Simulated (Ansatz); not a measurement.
Debugging a calculation of SiO2

The input below was meant for crystalline SiO2, with r2SCAN, plane waves and PAW in Ansatz.

```yaml
crystal:
  lattice:
    - [-2.37405, 2.37405, 3.744]
    - [2.37405, -2.37405, 3.744]
    - [2.37405, 2.37405, -3.744]
  atoms:
    - { symbol: Si, position: [0.0, 0.0, 0.0] }
    - { symbol: Si, position: [0.75, 0.25, 0.5] }
    - { symbol: O, position: [0.99838, 0.625, 0.87338] }
    - { symbol: O, position: [0.375, 0.24838, 0.37338] }
    - { symbol: O, position: [0.75162, 0.125, 0.12662] }
    - { symbol: O, position: [0.875, 0.00162, 0.62662] }
basis:
  ecutwfc: 500
kpoints:
  mp_grid: { grid: [8, 8, 8] }
hamiltonian:
  xc: r2scan
  hubbard: { sites: [{ species: Si, l: d, u_eff: 4.0 }] }
scf:
  occupations: { method: gaussian, width: 0.02 }
output:
  forces: true
  stress: true
  eigenvalues: true
```

Command:

```bash
ansatz run input.yaml --threads 1 --pin off --max-ram 2560MiB --backend cpu --events-out ev --progress --plain --runs-dir out
```

Output, shortened:

```text
Error: inconsistent input (hamiltonian.hubbard.sites[].l, hamiltonian.hubbard.sites[].shell): the file of Si doesn't list 3d, and it can't be added: PBE doesn't bind the shell 3d of the free atom, whose level lies at +0.59 eV. Type an atom or ion with it (hamiltonian.pseudopotentials.projection_atoms), take another file or name another shell
```

Task: Name the fault and the cure.

Result: The fault is a Hubbard U on a shell that the atom lacks. The term needs an orbital to project on. The cure is the entry removed.

The change to the input:

```diff
 hamiltonian:
-  hubbard: { sites: [{ species: Si, l: d, u_eff: 4.0 }] }
```

Result of the mended run: a pressure of -1.32 GPa, a largest force of 0.193 eV/Å, a gap on the mesh of 6.70 eV.

The mended run took 13 s on 1 thread of Intel(R) Xeon(R) 6975P-C (Granite Rapids), on a shared host, peak memory 0.6 GiB.

This form isn't the usual stable structure of the compound.